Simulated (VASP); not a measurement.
**From VASP inputs to Ansatz: SnTe (rocksalt)**

INCAR

```
LREAL = .FALSE.
LASPH = .TRUE.
ISMEAR = -1
NELM = 120
SIGMA = 0.02
LCHARG = .FALSE.
NBANDS = 17
IBRION = -1
PREC = Accurate
ISIF = 2
ENCUT = 520
EDIFF = 1E-7
LWAVE = .FALSE.
NSW = 0
GGA = PS
```

KPOINTS

```
KPOINTS created by Atomic Simulation Environment
0
Gamma
8 8 8
0 0 0
```

KPOINTS_OPT

```
special points
6
Reciprocal
0.0000000000 0.0000000000 0.0000000000 1
0.5000000000 0.0000000000 0.5000000000 1
0.5000000000 0.2500000000 0.7500000000 1
0.3750000000 0.3750000000 0.7500000000 1
0.5000000000 0.5000000000 0.5000000000 1
0.6250000000 0.2500000000 0.6250000000 1
```

POSCAR

```
Sn Te
 1.0000000000000000
     0.0000000000000000    3.1893303423607891    3.1893303423607891
     3.1893303423607891    0.0000000000000000    3.1893303423607891
     3.1893303423607891    3.1893303423607891   -0.0000000000000000
 Sn  Te
   1   1
Cartesian
 -0.0000000000000000  0.0000000000000000 -0.0000000000000000
  3.1893303423607891  3.1893303423607891  3.1893303423607891
```

VASP ran with the recommended PBE PAW datasets (20 valence electrons in the cell).

Question: Write an Ansatz input for this cell and level of theory.

Answer: 

```yaml
crystal:
  lattice:
    - [0.0, 3.1893303424, 3.1893303424]
    - [3.1893303424, 0.0, 3.1893303424]
    - [3.1893303424, 3.1893303424, 0.0]
  atoms:
    - { symbol: Sn, position: [0.0, 0.0, 0.0] }
    - { symbol: Te, position: [0.5, 0.5, 0.5] }
kpoints:
  mp_grid: { grid: [8, 8, 8] }
  band_path:
    path:
      - [0.0, 0.0, 0.0]
      - [0.5, 0.0, 0.5]
      - [0.5, 0.25, 0.75]
      - [0.375, 0.375, 0.75]
      - [0.5, 0.5, 0.5]
      - [0.625, 0.25, 0.625]
    npoints: 1
hamiltonian:
  xc: pbesol
scf:
  occupations: { method: fermi_dirac, width: 0.02 }
  n_extra_bands: 4
output:
  forces: true
  stress: true
  eigenvalues: true
```

Other inputs would serve too.

```
                               VASP    Ansatz
gap between bands v and c   0.04 eV   0.04 eV
         least direct gap   0.04 eV   0.04 eV
                 pressure  -1.8 GPa  -1.8 GPa
```

Each program uses its own PAW datasets. VASP's cell holds 20 valence electrons and Ansatz's 30. Ansatz's stress includes a Pulay correction; VASP's doesn't.
